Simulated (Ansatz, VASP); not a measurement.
Two plane-wave programs on KCl

```xyz
2
Lattice="3.7708 0.0000 0.0000 0.0000 3.7708 0.0000 0.0000 0.0000 3.7708" Properties=species:S:1:pos:R:3 pbc="T T T"
K     0.0000    0.0000    0.0000
Cl    1.8854    1.8854    1.8854
```

Measurements of this composition are mostly on another form, of space group No. 225.

Alike in both runs: task single point; functional r2SCAN; k mesh 6 × 6 × 6; no spin polarisation.

|  | VASP | Ansatz |
| --- | --- | --- |
| version | VASP 6.6.1 | Ansatz 0.2.0 |
| potentials or method | VASP PAW PBE potentials, release 64 (K_sv, Cl) | plane waves, PAW |
| plane-wave cutoff (eV) | 520 | 500 |
| occupations | gaussian, width 0.01 eV | fixed |
| valence electrons in the cell | 16 | 16 |

|  | VASP | Ansatz | Ansatz less VASP |
| --- | --- | --- | --- |
| gap on the k mesh at the Fermi level (eV) | 5.81 | 5.80 | -0.006 |
| pressure (GPa) | 0.0 | 0.0 | +0.04 |

Caveats: the PAW data sets were made with another functional, which shifts forces and pressure a little (VASP). r2SCAN opens gaps a little over a GGA but as a rule still falls short of measured ones. A k mesh can miss the band edges.
